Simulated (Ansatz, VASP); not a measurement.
## One calculation of Si, two programs

INCAR

```
PREC = Accurate ; ENCUT = 520
EDIFF = 1E-7 ; ISMEAR = -1
SIGMA = 0.02 ; LREAL = F
LASPH = T ; NELM = 80
ALGO = Normal ; ISIF = 2
LWAVE = F ; LCHARG = F
GGA = PE ; NBANDS = 21
```

KPOINTS

```
Automatic mesh
0
Gamma
  9 9 4
```

Contents of POSCAR:

```
Si
1.0
    0.0000000000      2.7354715901     -2.7354715901
   -2.7354715901      0.0000000000      2.7354715901
    5.4709431802      5.4709431802      5.4709431802
Si
6
Direct
    0.3333333330      0.6666666670      0.2083333330
    0.6666666670      0.3333333330      0.5416666670
    0.0000000000      0.0000000000      0.8750000000
    0.0000000000      0.0000000000      0.1250000000
    0.3333333330      0.6666666670      0.4583333330
    0.6666666670      0.3333333330      0.7916666670
```

Input for Ansatz:

```yaml
crystal:
  lattice:
    - [0.0, 2.7354715901, -2.7354715901]
    - [-2.7354715901, 0.0, 2.7354715901]
    - [5.4709431802, 5.4709431802, 5.4709431802]
  atoms:
    - { symbol: Si, position: [0.333333333, 0.666666667, 0.208333333] }
    - { symbol: Si, position: [0.666666667, 0.333333333, 0.541666667] }
    - { symbol: Si, position: [0.0, 0.0, 0.875] }
    - { symbol: Si, position: [0.0, 0.0, 0.125] }
    - { symbol: Si, position: [0.333333333, 0.666666667, 0.458333333] }
    - { symbol: Si, position: [0.666666667, 0.333333333, 0.791666667] }
kpoints:
  mp_grid: { grid: [9, 9, 4] }
scf:
  occupations: { method: fermi_dirac, width: 0.02 }
hamiltonian:
  xc: pbe
  pseudopotentials: { kind: paw }
output:
  forces: true
  stress: true
  eigenvalues: true
```

Alike in both runs: task single point; functional PBE; k mesh 9 × 9 × 4; occupations fermi-dirac, width 0.02 eV; no spin polarisation.

|  | VASP | Ansatz |
| --- | --- | --- |
| version | VASP 6.6.1 | Ansatz 0.2.0 |
| potentials or method | VASP PAW PBE potentials, release 64 (Si) | PAW with Ansatz's default frozen-core files, scalar-relativistic |
| plane-wave cutoff (eV) | 520 | 420 |
| valence electrons in the cell | 24 | 24 |

|  | VASP | Ansatz | Ansatz less VASP |
| --- | --- | --- | --- |
| pressure (GPa) | -0.1 | 0.0 | +0.08 |

Caveats: an odd mesh through Γ misses points on the zone boundary, where band edges often lie.
